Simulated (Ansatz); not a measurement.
Equilibrium properties in the diamond structure, computed with r²SCAN in Ansatz (plane waves, PAW datasets (generated hard set); cutoff 700 eV), no spin polarisation, no spin–orbit coupling, Fermi–Dirac smearing of 0.1 eV, k-spacing 0.17 to 0.19 Å⁻¹:

| crystal | a₀ (Å) | V₀ (Å³/atom) | B₀ (GPa) |
| --- | --- | --- | --- |
| B | 4.054 | 8.33 | 180 |
| C | 3.560 | 5.64 | 451 |
| O | 4.352 | 10.30 | 135 |
| Si | 5.445 | 20.18 | 96 |
| P | 5.428 | 19.99 | 45 |
| S | 5.760 | 23.89 | 48 |

(1) Give the same for H, F, N.

Answers

(1) 
```json
{"crystal": "H", "a₀ (Å)": "2.994", "V₀ (Å³/atom)": "3.36", "B₀ (GPa)": "97"}
{"crystal": "F", "a₀ (Å)": "4.792", "V₀ (Å³/atom)": "13.76", "B₀ (GPa)": "46"}
{"crystal": "N", "a₀ (Å)": "4.157", "V₀ (Å³/atom)": "8.98", "B₀ (GPa)": "172"}
```

Model structures, not the usual forms at ambient conditions (metastable or hypothetical): H, B, N, O, F, P, S. The k-mesh is modest, so these values aren't fully converged in k. Spin polarisation is left out, and a magnetic state may lie lower for F. Potentials made with PBE were used with another functional.
